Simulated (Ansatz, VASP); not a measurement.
As in VASP and in Ansatz

```
As
1.0
     2.70368    0.00000    0.00000
     0.00000    2.70368    0.00000
     0.00000    0.00000    2.70368
As
1
Direct
  0.50000 0.50000 0.50000
```

This isn't the form of As at room conditions, which is rhombohedral.

Alike in both runs: task single point; functional r2SCAN; k mesh 6 × 6 × 6; occupations gaussian, width 0.1 eV; no spin polarisation.

|  | VASP | Ansatz |
| --- | --- | --- |
| version | VASP 6.6.1 | Ansatz 0.2.0 |
| potentials or method | VASP PAW PBE potentials, release 64 (As) | scalar-relativistic, plane waves, PAW |
| plane-wave cutoff (eV) | 520 | 500 |
| valence electrons in the cell | 5 | 15 |

|  | VASP | Ansatz | Ansatz less VASP |
| --- | --- | --- | --- |
| gap on the k mesh at the Fermi level (eV) | none | none | - |
| pressure (GPa) | 0.2 | 0.2 | +0.01 |

A gap of «none» marks a metal or a gap that the smearing closes. The two sets of potentials don't hold the same shells in valence.

Caveats: the k mesh is coarse (spacing up to 0.39 Å⁻¹), so the values aren't converged; the PAW data sets were made with another functional, which shifts forces and pressure a little (VASP).
